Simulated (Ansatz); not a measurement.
**SnSe: frozen-core PAW against all-electron methods**

```
Sn Se
1.0
     5.10992    0.00000    0.00000
    -2.55496    4.42532    0.00000
     0.00000    0.00000    6.16464
Sn Se
2 2
Cartesian
  0.0000 2.9502 -0.2749
  2.5550 1.4751 2.8074
  0.0000 2.9502 2.5928
  2.5550 1.4751 5.6751
```

Atom numbers follow the list: Sn1, Sn2, Se3, Se4.

The conventional cell has a = 5.110 Å, b = 5.110 Å, c = 6.165 Å, α = 90.00°, β = 90.00°, γ = 120.00°. Sn (atom 1) is surrounded by 5 Se at 2.87 to 3.30 Å. Se (atom 3) has 5 Sn at 2.87 to 3.30 Å as nearest neighbours.

The cell was built from the wurtzite type and relaxed in the same program, and has space group P6_3mc; it needn't be a known or the stable phase.

Spin–orbit coupling is left out, though it moves levels of the heavy atoms by tenths of an eV or more.

All numbers are computed: DFT, PBE, PAW with Ansatz's default frozen-core files, scalar-relativistic (Ansatz 0.2.0); DFT, PBE, all-electron PAW with datasets made for the crystal, scalar-relativistic (Ansatz 0.2.0); DFT, PBE, all-electron LAPW, scalar-relativistic (Ansatz 0.2.0).

For PAW: a Γ-centred 11×11×6 k mesh, Fermi–Dirac smearing of 0.08 eV, cutoff 420 eV, no spin polarisation. The crystal-made all-electron datasets (AE datasets) take a cutoff of 240 eV at this cell. LAPW targets a basis error of 1 meV/atom. The Ansatz runs share mesh, smearing and spin set-up. Plane-wave (PAW) pressures include the program's estimate of the Pulay term.

Stress and pressure are positive in compression.

No spin–orbit coupling: at heavy atoms the gradients can be off by tens of per cent for that reason.

Levels count from the top of the valence band.

```json
{"quantity": "pressure (GPa)", "PAW": "0.01", "AE datasets": "0.00", "LAPW": "0.01"}
{"quantity": "band gap (eV)", "PAW": "0.732", "AE datasets": "0.732", "LAPW": "0.732"}
{"quantity": "highest filled level at K (eV)", "PAW": "-0.597", "AE datasets": "-0.597", "LAPW": "-0.597"}
{"quantity": "lowest empty level at K (eV)", "PAW": "1.894", "AE datasets": "1.894", "LAPW": "1.894"}
{"quantity": "highest filled level at L (eV)", "PAW": "-0.840", "AE datasets": "-0.841", "LAPW": "-0.840"}
{"quantity": "lowest empty level at L (eV)", "PAW": "0.928", "AE datasets": "0.928", "LAPW": "0.928"}
{"quantity": "highest filled level at Γ (eV)", "PAW": "-2.276", "AE datasets": "-2.276", "LAPW": "-2.276"}
{"quantity": "lowest empty level at Γ (eV)", "PAW": "1.054", "AE datasets": "1.054", "LAPW": "1.054"}
{"quantity": "field gradient Vzz at Sn1 (10²¹ V/m²)", "PAW": "-1.92", "AE datasets": "-1.96", "LAPW": "–"}
{"quantity": "field gradient Vzz at Se3 (10²¹ V/m²)", "PAW": "0.29", "AE datasets": "0.30", "LAPW": "–"}
```

PAW's pressure differs from the LAPW value by about 0.01 GPa or less.
